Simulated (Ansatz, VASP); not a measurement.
**Zn: VASP beside Ansatz**

```xyz
1
Lattice="0.0000 2.0532 1.9648 2.0532 0.0000 1.9648 2.0532 2.0532 0.0000" Properties=species:S:1:pos:R:3 pbc="T T T"
Zn    0.0000    0.0000    0.0000
```

Change from the starting cell: strain +0.0450 x Voigt [1, 1, 0, 0, 0, 0], atoms carried along.

Alike in both runs: task single point; functional PBE; k mesh 20 × 20 × 20; occupations gaussian, width 0.15 eV; no spin polarisation.

|  | VASP | Ansatz |
| --- | --- | --- |
| version | VASP 6.6.1 | Ansatz 0.2.0 |
| potentials or method | VASP PAW PBE potentials, release 64 (Zn) | scalar-relativistic, plane waves, PAW |
| plane-wave cutoff (eV) | 520 | 420 |
| valence electrons in the cell | 12 | 12 |

|  | VASP | Ansatz | Ansatz less VASP |
| --- | --- | --- | --- |
| gap on the k mesh at the Fermi level (eV) | none | none | - |
| pressure (GPa) | -4.4 | -4.8 | -0.36 |
| largest component of the traceless stress (GPa) | 1.25 | 1.24 | -0.004 |

A gap of «none» marks a metal or a gap that the smearing closes. The functional is the same, so the differences come from potentials, cutoffs and numerics.
